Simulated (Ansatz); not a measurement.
CuO (Tenorite), 4 atoms in the cell. It takes space group C2/c (No. 15, monoclinic). Conventional cell: a = 4.684 Å, b = 3.423 Å, c = 5.129 Å, α = 90.00°, β = 99.54°, γ = 90.00°. Cu (site symmetry -1) is surrounded by 4 O at 1.95 to 1.96 Å. Around O (site symmetry 2) lie 4 Cu at 1.95 to 1.96 Å. 

* Program: Ansatz 0.2.0
* Task: single point
* Functional: PBE
* Potentials or basis: all-electron LAPW, scalar-relativistic
* Cutoff: 406 eV (chosen from the basis error)
* Basis error allowed: 0.002 eV/atom
* k mesh: 10 × 10 × 5
* Occupations: gaussian, width 0.02 eV
* Spin: no spin polarisation

Potentials or basis: all-electron LAPW, scalar-relativistic.

The run is started by

```bash
$ ansatz run input.yaml --threads 2 --pin off --max-ram 6144MiB --backend cpu --events-out ev --progress --plain --runs-dir out
```

Hardware: 2 threads of Intel(R) Xeon(R) Processor @ 2.70GHz, with other jobs on the host.

How long does it take, and how much memory?

Wall time 40 s on 2 threads of Intel(R) Xeon(R) Processor @ 2.70GHz, on a shared host, peak memory 0.85 GiB. Counts: scf iterations 11, plane waves 759, k points 141, bands 33.
